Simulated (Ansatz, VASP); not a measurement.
As: VASP beside Ansatz

File INCAR:

```
SYSTEM = As
PREC = Accurate
ENCUT = 600
EDIFF = 1E-6
ISMEAR = 0
SIGMA = 0.1
LREAL = .FALSE.
LASPH = .TRUE.
NELM = 100
ALGO = Normal
ISIF = 3
LWAVE = .FALSE.
LCHARG = .FALSE.
GGA = PE
IBRION = 2
NSW = 100
EDIFFG = -0.01
```

File KPOINTS:

```
Automatic mesh
0
G
  10 10 10
  0 0 0
```

The input POSCAR:

```
As
1.0
   -3.4965193896      3.4965193896      3.4965193896
    3.4965193896     -3.4965193896      3.4965193896
    3.4965193896      3.4965193896     -3.4965193896
As
4
Direct
    0.7500000000      0.7500000000      0.7500000000
    0.5000000000      0.0000000000      0.7500000000
    0.0000000000      0.7500000000      0.5000000000
    0.7500000000      0.5000000000      0.0000000000
```

Input for Ansatz:

```yaml
crystal:
  lattice:
    - [-3.4965193896, 3.4965193896, 3.4965193896]
    - [3.4965193896, -3.4965193896, 3.4965193896]
    - [3.4965193896, 3.4965193896, -3.4965193896]
  atoms:
    - { symbol: As, position: [0.75, 0.75, 0.75] }
    - { symbol: As, position: [0.5, 0.0, 0.75] }
    - { symbol: As, position: [0.0, 0.75, 0.5] }
    - { symbol: As, position: [0.75, 0.5, 0.0] }
basis:
  ecutwfc: 420
kpoints:
  mp_grid: { grid: [10, 10, 10] }
hamiltonian:
  xc: pbe
scf:
  occupations: { method: gaussian, width: 0.1 }
output:
  forces: true
  stress: true
  eigenvalues: true
relax:
  adjacent_minimum: "off"
  f_tol: 0.01
  max_steps: 80
  cell: { stress_tol: 0.05 }
```

Alike in both runs: task relaxation of cell and atoms; functional PBE; k mesh 10 × 10 × 10; occupations gaussian, width 0.1 eV; no spin polarisation.

```csv
,VASP,Ansatz
version,VASP 6.6.1,Ansatz 0.2.0
potentials or method,"VASP PAW PBE potentials, release 64 (As)","scalar-relativistic, plane waves, PAW"
plane-wave cutoff (eV),600,420
valence electrons in the cell,20,60
```

|  | VASP | Ansatz | Ansatz less VASP |
| --- | --- | --- | --- |
| gap on the k mesh at the Fermi level, each at its own relaxed structure (eV) | none | none | - |
| relaxed volume (Å³/atom) | 42.95 | 42.75 | -0.198 |
| relaxed cell length with the largest relative difference (Å) | 6.065 | 6.056 | -0.0093 |

A gap of «none» marks a metal or a gap that the smearing closes. The two sets of potentials don't hold the same shells in valence.
